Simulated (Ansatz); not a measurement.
## Ba: pressure against volume

Ba, Im-3m, a = 4.869 Å. Ansatz: PBEsol, PAW, 420 eV, Γ-centred 12×12×12 mesh on 1 atom, Gaussian smearing 0.10 eV; no spin polarisation. Symmetry fixes shape and atoms, so the cell is only scaled; pressure is positive in compression.

```
V (Å³/atom) P (GPa)
     54.241     0.66
     55.972     0.33
     57.703     0.04
     59.434        ?
     61.165    -0.44
```

Q: Take V0 = 57.703 Å³/atom, count pressures from its P0 = 0.04 GPa, fit the third-order Birch–Murnaghan form to the other rows, and predict the missing pressure.

A: With the Eulerian strain f = ½[(V0/V)^(2/3) − 1] and y = (P − P0)/[3f(1 + 2f)^(5/2)], the form is the line y = B0 + 1.5 B0 (B0′ − 4) f. Rows (f, y): 0.02106, 8.85; 0.01026, 8.96; -0.01905, 9.26. Means f = 0.004090, y = 9.0233; Σ(Δf)² = 0.0008615, ΣΔfΔy = -0.008809; the slope is their ratio. y = 9.065 − 10.22 f GPa, so B0 = 9.1 GPa and B0′ = 4 + 2 × (-10.22)/(3 × 9.065) = 3.25. At V = 59.434, f = -0.00976, y = 9.165 and P = -0.22 GPa. The run gave -0.21 GPa, so the fit is 0.01 GPa too low, a small miss on the scale of the series.